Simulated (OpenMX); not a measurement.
## MoS2 under changes of volume

One of the cells (17.864 Å³/atom); the others are scaled copies at fixed shape and fractional positions:

```
Mo S
1.0
     3.16900    0.00000    0.00000
    -1.58450    2.74443    0.00000
     0.00000    0.00000   12.32400
Mo S
2 4
Cartesian
  1.5845 0.9148 9.2430
  0.0000 1.8296 3.0810
  1.5845 0.9148 4.6461
  0.0000 1.8296 10.8081
  1.5845 0.9148 1.5159
  0.0000 1.8296 7.6779
```

- Program: OpenMX 3.8.5
- Functional: PBE
- Potentials or basis: OpenMX 2013 PBE set, Mo7.0-s3p2d1, S7.0-s2p2d1, fixed grid of 32 × 32 × 147 points
- k mesh: 11 × 11 × 3
- Occupations: fermi-dirac, width 0.05 eV
- Spin: no spin polarisation

```tsv
volume (Å³/atom)	energy over the lowest point (meV/atom)	gap on the mesh (eV)	largest force (eV/Å)
16.792	?	?	?
17.149	51.94	0.89	1.239
17.507	27.71	0.91	0.849
17.864	11.48	0.93	0.489
18.221	2.49	0.95	0.156
18.578	0.00	0.96	0.152
18.936	3.39	0.97	0.434
```

**Question.** What does the run at 16.792 Å³/atom give?

**Answer.** Energy over the lowest point 85.03 meV/atom; gap on the mesh 0.87 eV; largest force 1.662 eV/Å.

Worked out: A Birch-Murnaghan fit of order 3 (a polynomial in V^(-2/3)) to the other rows has its minimum at 18.54 Å³/atom with B0 = V·E''(V) = 138 GPa and B' = 4.2 at fixed shape and positions, which overstates the stiffness. It gives 84.96 meV/atom at 16.792 Å³/atom, against the run's 85.03. A straight line through the other rows of the gap, of slope 0.823 eV per unit of ln V, extrapolates to 0.88 eV, against the run's 0.87.

Energies are extrapolated to zero smearing.

Caveats: an odd mesh through Γ misses points on the zone boundary, where band edges often lie; this functional lacks dispersion, which binds the layers, so the pressure and a relaxed spacing across them are unreliable; the basis of atomic orbitals isn't converged, which shifts pressures, moduli and gaps; forces of over 1 eV/Å show positions far from the minimum, so gaps and moduli don't describe the material at rest (some runs). Spin-orbit coupling on Mo is left out.
